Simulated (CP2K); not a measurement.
Runs of CP2K 2026.2 on C. It takes space group P4/mmm (No. 123, tetragonal). Conventional cell: a = 4.255 Å, b = 4.255 Å, c = 1.282 Å, α = 90.00°, β = 90.00°, γ = 90.00°. Around C (site symmetry 4/mmm) lie 2 C at 1.28 Å. The cell was built by a generator and needn't be a form met in nature.

```csv
task,level,potentials or basis,smearing,EPS_DEFAULT,NGRIDS,basis sets,potentials,CUTOFF of the grids,gap on the mesh (eV),pressure (GPa)
single point,vdW-DF2,POTENTIAL_UZH C GTH-PBE-q4; TZVP-MOLOPT-PBE-GTH basis,fermi-dirac 0.05 eV,1.0E-9,5,C TZVP-MOLOPT-PBE-GTH-q4,C GTH-PBE-q4 of POTENTIAL_UZH,675 Ry,none,-0.4
band structure,LDA,POTENTIAL_UZH C GTH-PBE-q4; TZVP-MOLOPT-PBE-GTH basis,fermi-dirac 0.05 eV,1.0E-9,5,C TZVP-MOLOPT-PBE-GTH-q4,C GTH-PBE-q4 of POTENTIAL_UZH,675 Ry,none,0.8
single point,AM05,POTENTIAL_UZH C GTH-PBE-q4; TZVP-MOLOPT-PBE-GTH basis,fermi-dirac 0.05 eV,1.0E-9,5,C TZVP-MOLOPT-PBE-GTH-q4,C GTH-PBE-q4 of POTENTIAL_UZH,675 Ry,none,1.2
band structure,r2SCAN,POTENTIAL_UZH C GTH-SCAN-q4; TZVP-MOLOPT-SCAN-GTH basis,fermi-dirac 0.1 eV,1.0E-10,5,C TZVP-MOLOPT-SCAN-GTH-q4,C GTH-SCAN-q4 of POTENTIAL_UZH,675 Ry,none,-1.9
band structure,LDA,GTH_POTENTIALS C GTH-PADE-q4; TZVP-MOLOPT-PBE-GTH basis,fermi-dirac 0.05 eV,1.0E-9,4,C TZVP-MOLOPT-PBE-GTH-q4,C GTH-PADE-q4 of GTH_POTENTIALS,450 Ry,none,(a)
single point,PBE,POTENTIAL_UZH C GTH-PBE-q4; TZVP-MOLOPT-PBE-GTH basis,fermi-dirac 0.05 eV,1.0E-10,4,C TZVP-MOLOPT-PBE-GTH-q4,C GTH-PBE-q4 of POTENTIAL_UZH,450 Ry,none,(b)
single point,vdW-DF-cx,POTENTIAL_UZH C GTH-PBE-q4; TZVP-MOLOPT-PBE-GTH basis,fermi-dirac 0.05 eV,1.0E-9,5,C TZVP-MOLOPT-PBE-GTH-q4,C GTH-PBE-q4 of POTENTIAL_UZH,675 Ry,none,0.2
band structure,PBEsol,POTENTIAL_UZH C GTH-PBE-q4; TZVP-MOLOPT-PBE-GTH basis,fermi-dirac 0.05 eV,1.0E-9,5,C TZVP-MOLOPT-PBE-GTH-q4,C GTH-PBE-q4 of POTENTIAL_UZH,675 Ry,none,0.8
```

Alike in all rows: no spin polarisation; cell as given; k mesh 6 × 6 × 20.

Problem. Estimate the missing entries.

Solution. (a) -1.7; (b) 0.5.

Caveats: the basis of atomic orbitals isn't converged, which shifts pressures, moduli and gaps; the potentials were made for another functional, which shifts forces and pressure (some runs).

A k mesh can miss the band edges.

A gap of «none» marks a metal or a gap under the smearing width.

Not every run made on this cell is shown here.
